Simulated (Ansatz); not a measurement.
**Rutile GeO2**

Method: PBE (Ansatz, a program for electronic structure, plane waves, PAW).

Settings: plane-wave cutoff 500 eV, 6×10×1 k mesh (along the axes of the cell as run), gaussian smearing 0.02 eV, scalar-relativistic PAW data made under PBE.

Cell: relaxed at this level.

```
Property                             Result
--------------------------------  ---------
surface energy of the (100) face  0.77 J/m²
ionisation potential of the slab    8.23 eV
```

The slab of 18 atoms is relaxed and unreconstructed.

The computed numbers hold no vibrational or temperature effects.
